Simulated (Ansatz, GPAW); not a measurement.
This is a calculation of Li (Lithium) for GPAW 26.7.0 (ASE script). 

Contents of run.py:

```python
from ase.dft.bandgap import bandgap
from ase.io import read, write
from ase.units import GPa
from gpaw import GPAW, PW

atoms = read('POSCAR')

calc = GPAW(mode=PW(800),
            xc='PBE',
            kpts={'size': (11, 11, 11), 'gamma': True},
            occupations={'name': 'methfessel-paxton', 'order': 0, 'width': 0.026000000000000002},
            nbands=6,
            convergence={'density': 1e-05, 'energy': 1e-05},
            maxiter=150,
            txt='gpaw.txt')
atoms.calc = calc
energy = atoms.get_potential_energy()
forces = atoms.get_forces()
stress = atoms.get_stress()
calc.write('gs.gpw')
write('result.traj', atoms)
print(f'Energy: {energy:.6f} eV')
print('Forces (eV/A):')
print(forces.round(4))
print('Stress (GPa):', (stress / GPa).round(3))
print('Fermi level:', round(calc.get_fermi_level(), 4), 'eV')
print(f'Gap: {bandgap(calc)[0]:.4f} eV, direct: {bandgap(calc, direct=True)[0]:.4f} eV')
```

File POSCAR:

```
Li
1.0
   -1.7546500000      1.7546500000      1.7546500000
    1.7546500000     -1.7546500000      1.7546500000
    1.7546500000      1.7546500000     -1.7546500000
Li
1
Direct
    0.0000000000      0.0000000000      0.0000000000
```

Potentials or basis: GPAW PAW data sets (gpaw-data 1.2.1), pw.

Run with:

```bash
$ OMP_NUM_THREADS=1 python run.py
```

Problem. Translate it to Ansatz 0.2.0. Potentials or basis there: all-electron LAPW, scalar-relativistic.

Solution. As run (cutoffs and basis follow the program's own potentials, and thresholds, step limits or extra output files can differ):

Contents of input.yaml:

```yaml
crystal:
  lattice:
    - [-1.75465, 1.75465, 1.75465]
    - [1.75465, -1.75465, 1.75465]
    - [1.75465, 1.75465, -1.75465]
  atoms:
    - { symbol: Li, position: [0.0, 0.0, 0.0] }
kpoints:
  mp_grid: { grid: [11, 11, 11] }
scf:
  occupations: { method: gaussian, width: 0.026 }
hamiltonian:
  xc: pbe
  pseudopotentials: { kind: all_electron, lapw: { basis_error: 0.001 } }
output:
  forces: true
  stress: true
  eigenvalues: true
```

Potentials or basis: all-electron LAPW, scalar-relativistic.

Command:

```console
$ ansatz run input.yaml --threads 1 --pin off --max-ram 3072MiB --backend cpu --events-out ev --progress --plain --runs-dir out
```

Both were run:

|  | GPAW | Ansatz |
| --- | --- | --- |
| Pressure | -0.8 GPa | -0.8 GPa |

Where Ansatz's input types no cutoff or centring, it takes its own default and a Γ-centred mesh.

Pressure is positive in compression.
